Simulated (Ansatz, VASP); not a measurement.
## Two plane-wave programs on Al

INCAR

```
SYSTEM = Al
PREC     = Accurate       ! precision mode
ENCUT    = 520            ! plane-wave cutoff, eV
EDIFF    = 1E-7           ! SCF threshold, eV
ISMEAR   = -1             ! smearing method
SIGMA    = 0.1            ! smearing width, eV
LREAL    = .FALSE.        ! projectors in reciprocal space
LASPH    = .TRUE.         ! aspherical terms in the spheres
NELM     = 100            ! most SCF steps
ALGO     = Normal         ! electronic algorithm
ISIF     = 2              ! what is computed and relaxed
LWAVE    = .FALSE.        ! write WAVECAR
LCHARG   = .TRUE.         ! write CHGCAR
GGA      = B5             ! functional
ALDAX    = 1.0          
AGGAX    = 1.0          
AGGAC    = 1.0          
ALDAC    = 0.0          
LELF     = .TRUE.         ! ELF
LVHAR    = .TRUE.       
NBANDS   = 8              ! bands
```

File KPOINTS:

```
Automatic mesh
0
G
  13 13 13
  0 0 0
```

POSCAR

```
Al
1.0
    2.8247225769      0.0000000000      0.0000000000
    0.0000000000      2.8247225769      0.0000000000
    0.0000000000      0.0000000000      2.8247225769
Al
1
Direct
    0.0000000000      0.0000000000      0.0000000000
```

Input for Ansatz:

```yaml
crystal:
  lattice:
    - [2.8247225769, 0.0, 0.0]
    - [0.0, 2.8247225769, 0.0]
    - [0.0, 0.0, 2.8247225769]
  atoms:
    - { symbol: Al, position: [0.0, 0.0, 0.0] }
hamiltonian:
  xc: blyp
  pseudopotentials:
    kind: paw
    azcp:
      Al: "pseudopotentials/Al.paw.azcp"
basis:
  ecutwfc: 420
  fft_grid_basis: typed
kpoints:
  mp_grid: { grid: [13, 13, 13], shift: [0, 0, 0] }
magnetization:
  spin_polarized: false
scf:
  occupations: { method: fermi_dirac, width: 0.1 }
  lower_state_search: "off"
output:
  stress: true
```

Alike in both runs: task single point; functional BLYP; k mesh 13 × 13 × 13; occupations fermi-dirac, width 0.1 eV; no spin polarisation.

|  | VASP | Ansatz |
| --- | --- | --- |
| version | VASP 6.6.1 | Ansatz 0.2.0 |
| potentials or method | VASP PAW PBE potentials, release 64 (Al) | plane waves (420 eV) with PAW, scalar-relativistic |
| plane-wave cutoff (eV) | 520 | 420 |
| valence electrons in the cell | 3 | 3 |

|  | VASP | Ansatz | Ansatz less VASP |
| --- | --- | --- | --- |
| pressure (GPa) | -1.5 | -1.5 | -0.04 |

Caveats: the PAW data sets were made with another functional, which shifts forces and pressure a little (VASP).
